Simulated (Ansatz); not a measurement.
# ZnO (zincite) (P6_3mc) in Ansatz: a series of runs

Runs on ZnO (zincite). Level: PBE. Tasks: band structure, single point, equation of state.

All numbers are computed with Ansatz 0.2.0; they aren't measurements. Logs are shortened: lines on timing, memory, paths and dates and some standing lists are left out, and cuts for length are marked.

**Measured values to compare with.**

“Electronic structure of alkaline earth and post-transition metal oxides”, 2009, arxiv:0908.1581 quotes, for a bulk crystal of ZnO: band gap 3.37 eV.

The runs below are set against these values where they give the same quantity.

## (1) Starting point

It takes space group P6_3mc (No. 186, hexagonal). The conventional cell has a = 3.249 Å, b = 3.249 Å, c = 5.206 Å, α = 90.00°, β = 90.00°, γ = 120.00°. Around Zn (site symmetry 3m) lie 4 O at 1.97 to 1.98 Å. O (site symmetry 3m) is surrounded by 4 Zn at 1.97 to 1.98 Å.

## (2) Band structure, PBE

The input, input.yaml:

```yaml
crystal:
  lattice:
    - [3.249308, 0.0, 0.0]
    - [-1.624654, 2.8139832727, 0.0]
    - [0.0, 0.0, 5.205709]
  atoms:
    - { symbol: Zn, position: [0.6666666667, 0.3333333333, 0.0] }
    - { symbol: Zn, position: [0.3333333333, 0.6666666667, 0.5] }
    - { symbol: O, position: [0.3333333333, 0.6666666667, 0.87901] }
    - { symbol: O, position: [0.6666666667, 0.3333333333, 0.37901] }
hamiltonian:
  xc: pbe
  pseudopotentials: { kind: paw, core: large }
kpoints:
  mp_grid: { grid: [9, 9, 5] }
  band_path:
    path:
      - [[0.0, 0.0, 0.0], [0.5, 0.0, 0.0], [0.3333333333, 0.3333333333, 0.0], [0.0, 0.0, 0.0], [0.0, 0.0, 0.5], [0.5, 0.0, 0.5], [0.3333333333, 0.3333333333, 0.5], [0.0, 0.0, 0.5]]
      - [[0.5, 0.0, 0.5], [0.5, 0.0, 0.0]]
      - [[0.3333333333, 0.3333333333, 0.0], [0.3333333333, 0.3333333333, 0.5]]
    npoints: 14
scf:
  occupations: { method: fermi_dirac, width: 0.05 }
  n_extra_bands: 10
output:
  forces: true
  stress: true
  eigenvalues: true
  fatbands: false
```

Potentials or basis: Ansatz PAW.

Started as:

```
$ ansatz run input.yaml --threads 2 --pin off --max-ram 5120MiB --backend cpu --events-out ev --progress --plain --runs-dir out
```

Log:

```text
Warning: of Zn the run reads no dataset of the core that `hamiltonian.pseudopotentials.core` asks for: this build lists none beside the file that it uses, or the input names that file
Warning: RAYON_NUM_THREADS=2 ignored (pool sized by the plan → 2); use --threads N
scf.n_extra_bands = 10 over 18 filled bands (N_el = 36.0): the run solves 28 bands
Engine: ansatz 0.2.0, x86_64-unknown-linux-gnu
Pseudopotentials: kind: paw
Pseudopotential: Zn, paw, valence charge 12, recommended cutoff 420 eV (normal), Zn.paw.azcp
Pseudopotential: O, paw, valence charge 6, recommended cutoff 420 eV (normal), O.paw.azcp
Functional definition: PBE
  parameter kappa = 0.804
  parameter beta = 0.06672455060314922
  exchange = pbe_x(kappa = kappa, mu = beta*pi^2/3)
  correlation = pbe_c(beta = beta)
Crystal: 4 atoms, lattice volume = 47.598 Å³
Basis set: ecut = 420 eV, 941 PW (Γ), exchange–correlation on 48×48×72 points (8 copies of the dense FFT grid, shifted against one another)
Bands: 28, of which v1, the nominal top of the filled ones, is band 18 counted from 1 (17 counted from 0)
Symmetry: 12 space group operations
Space group: P63mc (ITA 186), of the structure as read, at distance tolerance 3.6e-5 Å
k-points: 36 of 405 (time reversal used)
Non-local potential: Zn, projectors of the file, l = 0: 2, l = 1: 2, l = 2: 3, l = 3: 1
Non-local potential: O, projectors of the file, l = 0: 2, l = 1: 2, l = 2: 1
PAW form: soft (Blöchl's): semilocal exchange-correlation on the pseudo side does not see the compensation charge
PAW one-centre angular grid: Zn, 590 points (default); XC on 64 Gauss nodes
PAW one-centre angular grid: O, 110 points (default); XC on 64 Gauss nodes
Initial density: superposition of atomic densities (neutral atoms: chi_scale 0, normalization atom), corrected by the library's trained network
Initial wavefunctions: pseudopotential atomic-orbital guess
Functional: x = pbe(κ = 0.804, μ = 0.2195149727645171), c = pbe(β = 0.06672455060314922)
SCF iter   1: F=—  HF=-7773.664986 eV  |F-HF|=—  |Δ(HF+E_count)|=         —  Δρ=6.61e-4  dr2=6.23e-5  ethr=1.77e-3  ⟨swp⟩=6.3  Hψ=4774  notcnv=0  defer=5
preconditioner: auto → Resta (q_TF=auto, 2.604 Å⁻¹)  ε∞=4.7  [insulator: Δε(μ)=0.806 eV  Ē_g=16.719 eV  σ=0.050 eV  W_gap=1.00  n_scr=22 (ndim 8)  ℏωp=32.3 eV  f_vac=0.035  D(μ)=0.00/eV (n_scr^D=0)  ε∞_Penn≈4.7]
SCF iter   2: F=—  HF=-7773.666245 eV  |F-HF|=—  |Δ(HF+E_count)|=   1.26e-3  Δρ=4.09e-4  dr2=2.63e-5  ethr=1.73e-7  ⟨swp⟩=2.9  Hψ=2283  notcnv=0  defer=15
SCF iter   3: F=—  HF=-7773.666322 eV  |F-HF|=—  |Δ(HF+E_count)|=   7.73e-5  Δρ=2.31e-4  dr2=1.07e-5  ethr=7.29e-8  ⟨swp⟩=2.0  Hψ=1492  notcnv=0  defer=15
SCF iter   4: F=—  HF=-7773.666359 eV  |F-HF|=—  |Δ(HF+E_count)|=   3.63e-5  Δρ=1.00e-4  dr2=1.97e-6  ethr=2.97e-8  ⟨swp⟩=2.0  Hψ=1449  notcnv=0  defer=15
SCF iter   5: F=—  HF=-7773.666367 eV  |F-HF|=—  |Δ(HF+E_count)|=   8.15e-6  Δρ=2.74e-5  dr2=1.75e-7  ethr=5.47e-9  ⟨swp⟩=2.0  Hψ=1513  notcnv=0  defer=15
SCF iter   6: F=-7773.666367 eV  HF=-7773.666367 eV  |F-HF|=2.64e-8  |Δ(HF+E_count)|=   6.17e-7  Δρ=1.44e-5  dr2=7.16e-8  ethr=2.78e-10  ⟨swp⟩=7.6  Hψ=4966  notcnv=0
SCF 1 converged in 6 iterations: F = -7773.666367 eV  dr2 = 7.16e-8
NSCF: frozen V_eff on 129 k-points
SCF converged after 6 iterations
Free energy (F): -7773.666367 eV
Harris-Foulkes:  -7773.666367 eV  (|F-HF|=2.64e-8)
Internal energy: -7773.666364 eV  (E = F + TS)
E sigma→0 (E₀):  -7773.666366 eV
Entropy (-TS):   -0.000003 eV (-0.001 meV/atom)
Fermi energy:    7.664100 eV
--- Per-component energies (eV) ---
  E_band       = 65.616195
  E_kinetic    = 611.974923
  E_local      = -4003.454401  (includes V_loc(G=0)·N_el)
  E_nonlocal   = 1335.428938
  E_hartree    = 1645.556219
  E_xc         = -420.049021
  E_vxc        = -289.987144  (∫ρ·V_xc dr)
  E_paw        = -3980.532522  (= ΣΔE_a)
  E_vpaw       = -879.459479  (= ΣTr[D̂ρ^β])
  E_aug_tail   = 0.004244  (compensation charges beyond the density's cutoff)
  E_ewald      = -2962.594745
  E_smearing   = -0.000003  (= −TS)
  E_closure    = 0.000000  (closes the sum)
  Σ components = -7773.666367   (vs F -7773.666367, Δ=0.00e0)
--- Forces (eV/Å), atoms counted from 1 ---
  atom   1  Zn     0.00000000     0.00000000    -0.06996699
  atom   2  Zn    -0.00000000    -0.00000000    -0.06996699
  atom   3  O     -0.00000000     0.00000000     0.06994037
  atom   4  O      0.00000000    -0.00000000     0.06994037
  max |Σ_I F_I| component: 5.33e-5 eV/Å
--- Stress (GPa, compression-positive) ---
        4.347683       0.000000       0.000000
        0.000000       4.347683       0.000000
       -0.000000      -0.000000       6.050655
  P = ⅓ Tr σ = 4.9153 GPa (49.153 kbar)
--- Band table (eV; the first three rows and the last of 36) ---
  k-point 0: bands = ["-10.8513", "-10.1177", "1.5263", "1.5263", "1.5655", "1.6115", "1.7236", "1.7236", "2.6962", "2.6962", "2.9097", "2.9097", "3.1769", "6.4115", "6.4115", "7.1492", "7.2216", "7.2216", "8.0263", "12.4528", "15.4876", "20.0994", "20.0994", "21.3554", "21.3670", "21.3670", "23.7188", "25.3775"]
  k-point 1: bands = ["-10.7848", "-10.1914", "1.4521", "1.4933", "1.5363", "1.5363", "1.6948", "1.6948", "2.7241", "2.7241", "2.8980", "2.8980", "3.6142", "6.4384", "6.4904", "6.4904", "7.1457", "7.1457", "8.8639", "12.1201", "15.7887", "20.0909", "20.1069", "20.1069", "21.0928", "21.0928", "24.1830", "25.7978"]
  k-point 2: bands = ["-10.6071", "-10.3806", "1.3076", "1.3541", "1.5709", "1.5709", "1.6309", "1.6309", "2.7902", "2.7902", "2.8573", "2.8573", "4.5068", "5.4819", "6.6958", "6.6958", "6.9463", "6.9463", "10.0893", "11.2528", "16.6822", "18.1722", "20.2309", "20.2309", "20.5884", "20.5884", "24.9461", "25.9207"]
  k-point 35: bands = ["-9.9911", "-9.9911", "1.5246", "1.5246", "1.6455", "1.8476", "2.2872", "2.2872", "2.6870", "2.7239", "3.1933", "3.1933", "3.5445", "3.5445", "4.2450", "4.8440", "5.9328", "5.9328", "15.1702", "15.1835", "15.1835", "15.2941", "16.2494", "16.2494", "22.0151", "23.0023", "23.0023", "24.0123"]
```

Run time: 11 s. Hardware: 2 threads of Intel Xeon at 2.50GHz (Skylake/Cascade Lake), shared host; peak memory 0.38 GiB.

Results:

| Property | Result |
| --- | --- |
| Free energy | -7773.6664 eV |
| Pressure | 4.9 GPa |
| Largest force | 0.070 eV/Å |
| Band gap on the k mesh | 0.80 eV, direct |
| Band gap along the path | 0.80 eV, direct |

Forces on the atoms (eV/Å):
```
Zn   0.000  0.000 -0.070
Zn   0.000  0.000 -0.070
O    0.000  0.000  0.070
O    0.000  0.000  0.070
```

Levels at the corners of the path, in eV from the valence-band top:
| point | band 16 | band 17 | band 18 | band 19 | band 20 | band 21 |
| --- | --- | --- | --- | --- | --- | --- |
| Γ | -0.07 | 0.00 | 0.00 | 0.80 | 5.23 | 8.27 |
| M | -2.28 | -1.28 | -0.83 | 5.79 | 6.88 | 7.64 |
| K | -1.91 | -1.91 | -1.70 | 7.70 | 7.70 | 7.71 |
| Γ | -0.07 | 0.00 | 0.00 | 0.80 | 5.23 | 8.27 |
| A | -0.40 | -0.40 | -0.40 | 3.47 | 3.47 | 10.13 |
| L | -1.50 | -1.35 | -1.35 | 5.74 | 5.74 | 8.43 |
| H | -2.67 | -1.23 | -1.23 | 8.02 | 8.02 | 8.04 |
| A | -0.40 | -0.40 | -0.40 | 3.47 | 3.47 | 10.13 |
| L | -1.50 | -1.35 | -1.35 | 5.74 | 5.74 | 8.43 |
| M | -2.28 | -1.28 | -0.83 | 5.79 | 6.88 | 7.64 |
| K | -1.91 | -1.91 | -1.70 | 7.70 | 7.70 | 7.71 |
| H | -2.67 | -1.23 | -1.23 | 8.02 | 8.02 | 8.04 |

Caveat: the pressure holds a Pulay correction of +0.7 GPa for the finite cutoff.

## (3) Single point, PBE, 11.19 Å³/atom (volume scaled by 0.94)

The input, input.yaml:

```yaml
crystal:
  lattice:
    - [3.1829769797, 0.0, 0.0]
    - [-1.5914884899, 2.7565389241, 0.0]
    - [0.0, 0.0, 5.0994402224]
  atoms:
    - { symbol: Zn, position: [0.6666666667, 0.3333333333, 0.0] }
    - { symbol: Zn, position: [0.3333333333, 0.6666666667, 0.5] }
    - { symbol: O, position: [0.3333333333, 0.6666666667, 0.87901] }
    - { symbol: O, position: [0.6666666667, 0.3333333333, 0.37901] }
hamiltonian:
  xc: pbe
  pseudopotentials: { kind: nc, accuracy: stringent }
kpoints:
  mp_grid: { grid: [9, 9, 5] }
scf:
  occupations: { method: fermi_dirac, width: 0.05 }
output:
  forces: true
  stress: true
  eigenvalues: true
```

Potentials or basis: PseudoDojo stringent (PBE files).

Started as:

```
$ ansatz run input.yaml --threads 2 --pin off --max-ram 5120MiB --backend cpu --events-out ev --progress --plain --runs-dir out
```

It took 14 s on 2 threads of Intel Xeon at 2.50GHz (Skylake/Cascade Lake), shared host; peak memory 0.47 GiB.

The run converged. Its results:

- Free energy: -12280.2670 eV
- Pressure: 15.0 GPa
- Largest force: 0.094 eV/Å
- Band gap on the k mesh: 0.96 eV, direct

Caveat: odd divisions of the mesh miss points on the zone boundary, where band edges often lie, so the gap on the mesh can be too wide.

## (4) Single point, PBE, 11.42 Å³/atom (volume scaled by 0.96)

Changes to input.yaml since step 3:

```diff
@@ -2,5 +2,5 @@
   lattice:
-    - [3.1829769797, 0.0, 0.0]
-    - [-1.5914884899, 2.7565389241, 0.0]
-    - [0.0, 0.0, 5.0994402224]
+    - [3.2053930491, 0.0, 0.0]
+    - [-1.6026965246, 2.7759518096, 0.0]
+    - [0.0, 0.0, 5.1353529565]
   atoms:
```

Started as:

```
$ ansatz run input.yaml --threads 2 --pin off --max-ram 5120MiB --backend cpu --events-out ev --progress --plain --runs-dir out
```

Wall time 15 s (2 threads of Intel Xeon at 2.50GHz (Skylake/Cascade Lake), shared host); peak memory 0.47 GiB.

Results (log left out):

| Quantity | Value |
| --- | --- |
| Free energy | -12280.3446 eV |
| Pressure | 11.1 GPa |
| Largest force | 0.085 eV/Å |
| Band gap on the k mesh | 0.93 eV, direct |

Caveat: odd divisions of the mesh miss points on the zone boundary, where band edges often lie, so the gap on the mesh can be too wide.

## (5) Single point, PBE, 11.66 Å³/atom (volume scaled by 0.98)

Changes to input.yaml since step 4:

```diff
@@ -2,5 +2,5 @@
   lattice:
-    - [3.2053930491, 0.0, 0.0]
-    - [-1.6026965246, 2.7759518096, 0.0]
-    - [0.0, 0.0, 5.1353529565]
+    - [3.2274999067, 0.0, 0.0]
+    - [-1.6137499533, 2.7950969099, 0.0]
+    - [0.0, 0.0, 5.170770303]
   atoms:
```

Started as:

```
$ ansatz run input.yaml --threads 2 --pin off --max-ram 5120MiB --backend cpu --events-out ev --progress --plain --runs-dir out
```

Run time: 15 s. Hardware: 2 threads of Intel Xeon at 2.50GHz (Skylake/Cascade Lake), shared host; peak memory 0.47 GiB.

It converged, with:

- Free energy: -12280.4002 eV
- Pressure: 7.6 GPa
- Largest force: 0.078 eV/Å
- Band gap on the k mesh: 0.90 eV, direct

Caveat: odd divisions of the mesh miss points on the zone boundary, where band edges often lie, so the gap on the mesh can be too wide.

## (6) Single point, PBE, 11.90 Å³/atom

Changes to input.yaml since step 5:

```diff
@@ -2,5 +2,5 @@
   lattice:
-    - [3.2274999067, 0.0, 0.0]
-    - [-1.6137499533, 2.7950969099, 0.0]
-    - [0.0, 0.0, 5.170770303]
+    - [3.249308, 0.0, 0.0]
+    - [-1.624654, 2.8139832727, 0.0]
+    - [0.0, 0.0, 5.205709]
   atoms:
@@ -21 +21,5 @@
   eigenvalues: true
+  write_density: true
+  write_potential: true
+  elf: true
+  volumetric_format: npy
```

Potentials or basis: PseudoDojo stringent (PBE files).

Started as:

```
$ ansatz run input.yaml --threads 2 --pin off --max-ram 5120MiB --backend cpu --events-out ev --progress --plain --runs-dir out
```

Run time: 21 s. Hardware: 2 threads of Intel Xeon at 2.50GHz (Skylake/Cascade Lake), shared host; peak memory 0.49 GiB.

Results (log left out):

```
Free energy            : -12280.4361 eV
Pressure               : 4.5 GPa
Largest force          : 0.070 eV/Å
Band gap on the k mesh : 0.87 eV, direct
```

Caveat: odd divisions of the mesh miss points on the zone boundary, where band edges often lie, so the gap on the mesh can be too wide.

## (7) Single point, PBE, 12.14 Å³/atom (volume scaled by 1.02)

Changes to input.yaml since step 6:

```diff
@@ -2,5 +2,5 @@
   lattice:
-    - [3.249308, 0.0, 0.0]
-    - [-1.624654, 2.8139832727, 0.0]
-    - [0.0, 0.0, 5.205709]
+    - [3.2708272232, 0.0, 0.0]
+    - [-1.6354136116, 2.8326194666, 0.0]
+    - [0.0, 0.0, 5.2401848988]
   atoms:
```

Started as:

```
$ ansatz run input.yaml --threads 2 --pin off --max-ram 5120MiB --backend cpu --events-out ev --progress --plain --runs-dir out
```

It took 22 s on 2 threads of Intel Xeon at 2.50GHz (Skylake/Cascade Lake), shared host; peak memory 0.5 GiB.

Results (log left out):

* Free energy: -12280.4542 eV
* Pressure: 1.7 GPa
* Largest force: 0.063 eV/Å
* Band gap on the k mesh: 0.83 eV, direct

Caveat: odd divisions of the mesh miss points on the zone boundary, where band edges often lie, so the gap on the mesh can be too wide.

## (8) Single point, PBE, 12.38 Å³/atom (volume scaled by 1.04)

Changes to input.yaml since step 7:

```diff
@@ -2,5 +2,5 @@
   lattice:
-    - [3.2708272232, 0.0, 0.0]
-    - [-1.6354136116, 2.8326194666, 0.0]
-    - [0.0, 0.0, 5.2401848988]
+    - [3.2920669561, 0.0, 0.0]
+    - [-1.6460334781, 2.8510136149, 0.0]
+    - [0.0, 0.0, 5.2742130269]
   atoms:
@@ -21,5 +21 @@
   eigenvalues: true
-  write_density: true
-  write_potential: true
-  elf: true
-  volumetric_format: npy
```

Started as:

```
$ ansatz run input.yaml --threads 2 --pin off --max-ram 5120MiB --backend cpu --events-out ev --progress --plain --runs-dir out
```

It took 14 s on 2 threads of Intel Xeon at 2.50GHz (Skylake/Cascade Lake), shared host; peak memory 0.49 GiB.

Results (log left out):

| Quantity | Value |
| --- | --- |
| Free energy | -12280.4563 eV |
| Pressure | -0.9 GPa |
| Largest force | 0.057 eV/Å |
| Band gap on the k mesh | 0.80 eV, direct |

Caveat: odd divisions of the mesh miss points on the zone boundary, where band edges often lie, so the gap on the mesh can be too wide.

## (9) Single point, PBE, 12.61 Å³/atom (volume scaled by 1.06)

Changes to input.yaml since step 8:

```diff
@@ -2,5 +2,5 @@
   lattice:
-    - [3.2920669561, 0.0, 0.0]
-    - [-1.6460334781, 2.8510136149, 0.0]
-    - [0.0, 0.0, 5.2742130269]
+    - [3.3130361008, 0.0, 0.0]
+    - [-1.6565180504, 2.8691734269, 0.0]
+    - [0.0, 0.0, 5.3078076462]
   atoms:
```

Potentials or basis: PseudoDojo stringent (PBE files).

Started as:

```
$ ansatz run input.yaml --threads 2 --pin off --max-ram 5120MiB --backend cpu --events-out ev --progress --plain --runs-dir out
```

It took 16 s on 2 threads of Intel Xeon at 2.50GHz (Skylake/Cascade Lake), shared host; peak memory 0.49 GiB.

Results (log left out):

- Free energy: -12280.4441 eV
- Pressure: -3.2 GPa
- Largest force: 0.050 eV/Å
- Band gap on the k mesh: 0.77 eV, direct

Caveat: odd divisions of the mesh miss points on the zone boundary, where band edges often lie, so the gap on the mesh can be too wide.

## (10) Equation of state, PBE

Potentials or basis: PseudoDojo stringent.

No new run: the results of the series are fitted here.

What came out:

```yaml
Equilibrium_volume: 12.29 Å³/atom
Bulk_modulus_at_fixed_shape_and_positions: 130 GPa
Pressure_derivative_of_the_bulk_modulus: 4.4
```

Energy against volume, from the lowest point:
| volume (Å³/atom) | energy (meV/atom) |
| --- | --- |
| 11.186 | 47.34 |
| 11.424 | 27.93 |
| 11.662 | 14.03 |
| 11.900 | 5.06 |
| 12.138 | 0.53 |
| 12.376 | 0.00 |
| 12.614 | 3.06 |

Caveat: the cell was scaled at fixed shape and fractional positions, which overstates the stiffness of a crystal with free parameters, most of all of layers and chains.

## (11) How close it comes

Step 2. Measured gap of ZnO: 3.37 eV (quoted in “Electronic structure of alkaline earth and post-transition metal oxides”, 2009, arxiv:0908.1581). This calculation gives 0.80 eV (-2.57 eV). So large a miss can be the level of theory's own, or it may mean another phase, state or a wrong row. The value is that of PBE, without temperature or zero-point motion. Semilocal functionals fall short of measured gaps as a rule.
